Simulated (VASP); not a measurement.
Hf, 1 atom in the cell. It takes space group Fm-3m (No. 225, cubic). Conventional cell: a = 4.440 Å, b = 4.440 Å, c = 4.440 Å, α = 90.00°, β = 90.00°, γ = 90.00°. Hf (site symmetry m-3m) is surrounded by 12 Hf at 3.14 Å. This isn't the form of Hf at room conditions, which is hcp.

```yaml
Program: VASP 6.6.1
Task: single point
Functional: LDA
Potentials_or_basis: VASP PAW LDA potentials, release 64 (Hf)
Cutoff: 500 eV
k_mesh: 10 × 10 × 10
Occupations: gaussian, width 0.05 eV
Spin: no spin polarisation
Further_INCAR_settings: ALGO = Normal; EDIFF = 1e-07; NBANDS = 8
```

Potentials or basis: VASP PAW LDA potentials, release 64 (Hf).

Launch:

```sh
$ cat potpaw_LDA.64/Hf/POTCAR > POTCAR
$ mpirun -np 1 vasp_std > vasp.out
```

Hardware: 1 thread of Intel(R) Xeon(R) 6975P-C (Granite Rapids), on a shared host.

Estimate the wall time of this run.

It took 5 s on 1 thread of Intel(R) Xeon(R) 6975P-C (Granite Rapids), on a shared host, peak memory 0.12 GiB. Counts: scf iterations 11, k points 47.
